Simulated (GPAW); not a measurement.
Wanted: an ASE script for a GPAW 26.7.0 run.

- Task: phonons
- Functional: OLYP
- Dispersion: D3(BJ)
- Potentials or basis: PAW data sets generated in the run's folder for this functional
- Cutoff: 680 eV
- Basis: pw
- k mesh: 12 × 12 × 3
- Occupations: fermi-dirac, width 0.05 eV
- Spin: no spin polarisation
- Eigensolver: davidson
- Maxiter: 50
- Convergence: density=1e-06 eigenstates=1e-09
- Supercell: 1 × 1 × 1
- Supercell k mesh: 12 × 12 × 3
- Displacement: 0.03
- Relaxed first: cell
- Mixer: msr1 beta=0.15

The structure of C lies in C.xyz:

```xyz
12
Lattice="2.5221000000 0.0000000000 0.0000000000 -1.2610500000 2.1842026709 0.0000000000 0.0000000000 0.0000000000 12.3557000000" Properties=species:S:1:pos:R:3 pbc="T T T"
C      1.2610500001      0.7280675569      4.3760182690
C     -0.0000000001      1.4561351140     10.5538682690
C      1.2610500001      0.7280675569      1.8018317310
C     -0.0000000001      1.4561351140      7.9796817310
C      1.2610500001      0.7280675569      5.9204807690
C     -0.0000000001      1.4561351140     12.0983307690
C      1.2610500001      0.7280675569      0.2573692310
C     -0.0000000001      1.4561351140      6.4352192310
C      0.0000000000      0.0000000000     10.0390062500
C      0.0000000000      0.0000000000      3.8611562500
C      0.0000000000      0.0000000000      8.4945437500
C      0.0000000000      0.0000000000      2.3166937500
```

This is a hexagonal form of diamond, not graphite.

These files were run (other wordings do the same):

run.py

```python
import json
import numpy as np
from ase import Atoms
from ase.calculators.mixing import SumCalculator
from ase.constraints import FixSymmetry
from ase.filters import FrechetCellFilter
from ase.io import read, write
from ase.optimize import BFGS
from dftd3.ase import DFTD3
from phonopy import Phonopy
from phonopy.structure.atoms import PhonopyAtoms
from gpaw import GPAW, PW, setup_paths

setup_paths.insert(0, '.')

atoms = read('C.xyz')

calc = GPAW(mode=PW(680),
            xc='GGA_X_OPTX+GGA_C_LYP',
            kpts={'size': (12, 12, 3), 'gamma': True},
            occupations={'name': 'fermi-dirac', 'width': 0.05},
            nbands=46,
            convergence={'density': 1e-06, 'eigenstates': 1e-09},
            mixer={'backend': 'msr1', 'beta': 0.15},
            eigensolver='davidson',
            maxiter=50,
            txt='gpaw.txt')
atoms.calc = SumCalculator([calc, DFTD3(method='olyp', damping='d3bj')])
atoms.set_constraint(FixSymmetry(atoms))
BFGS(FrechetCellFilter(atoms), trajectory='relax.traj', logfile='-').run(fmax=0.005, steps=40)
atoms.set_constraint()
energy = atoms.get_potential_energy()
forces = atoms.get_forces()
stress = atoms.get_stress()
calc.write('gs.gpw')
write('result.traj', atoms)
print('Cell:', atoms.cell.cellpar().round(4))
print(atoms.get_scaled_positions().round(5))

def force_constants(scale):
    unit = PhonopyAtoms(symbols=atoms.get_chemical_symbols(), cell=atoms.cell[:] * scale**(1 / 3),
                        scaled_positions=atoms.get_scaled_positions())
    ph = Phonopy(unit, supercell_matrix=np.diag([1, 1, 1]), primitive_matrix=np.eye(3), symprec=1e-4)
    ph.generate_displacements(distance=0.03)
    forces = []
    for i, sc in enumerate(ph.supercells_with_displacements):
        a = Atoms(sc.symbols, cell=sc.cell, scaled_positions=sc.scaled_positions, pbc=True)
        c = GPAW(mode=PW(680),
                 xc='GGA_X_OPTX+GGA_C_LYP',
                 kpts={'size': (12, 12, 3), 'gamma': True},
                 occupations={'name': 'fermi-dirac', 'width': 0.05},
                 nbands=46,
                 convergence={'density': 1e-06, 'eigenstates': 1e-09},
                 mixer={'backend': 'msr1', 'beta': 0.15},
                 eigensolver='davidson',
                 maxiter=50,
                 txt=f'disp-{scale:.3f}-{i:02d}.txt')
        a.calc = SumCalculator([c, DFTD3(method='olyp', damping='d3bj')])
        f = a.get_forces()
        forces.append(f - f.mean(axis=0))
        print(f'displacement {i}: drift', f.mean(axis=0).round(5), flush=True)
    ph.forces = forces
    ph.produce_force_constants()
    ph.symmetrize_force_constants()
    return ph

qpoints = [[0.0, 0.0, 0.0]]
results = {}
for scale in [1.0]:
    ph = force_constants(scale)
    ph.run_qpoints(qpoints)
    nu = ph.qpoints.frequencies * 33.35641  # THz to cm^-1
    results[f'{scale:.3f}'] = nu.tolist()
    for qp, f in zip(qpoints, nu):
        print(scale, np.round(qp, 4), f.round(2))
json.dump(results, open('phonons.json', 'w'))
```

Potentials or basis: PAW data sets generated in the run's folder for this functional, pw.

Launch:

```bash
$ gpaw-setup -f GGA_X_OPTX+GGA_C_LYP C
$ OMP_NUM_THREADS=1 python run.py
```

Results of the run:

```yaml
Relaxed_volume: 5.41 Å³/atom
Relaxed_cell: a = 2.477 Å, b = 2.477 Å, c = 12.211 Å, α = 90.00°, β = 90.00°, γ = 120.00°
Space_group_after_relaxing_to_0.05_Å: P6_3/mmc (No. 194)
Pressure_after_relaxing: 0.0 GPa
Band_gap_on_the_k_mesh: 4.55 eV, indirect (least direct gap 5.49 eV)
Highest_phonon_frequency_at_Γ: 1378 cm⁻¹
Dispersion_energy_per_atom: -0.709 eV
```

Caveat: the cutoff is short for stress and forces, so pressures can be off by a GPa or more; an odd mesh through Γ misses points on the zone boundary, where band edges often lie.

Run time: 43 min on 1 thread of AMD EPYC 7B13 (Zen 3), with other jobs on the host, peak memory 2.3 GiB.
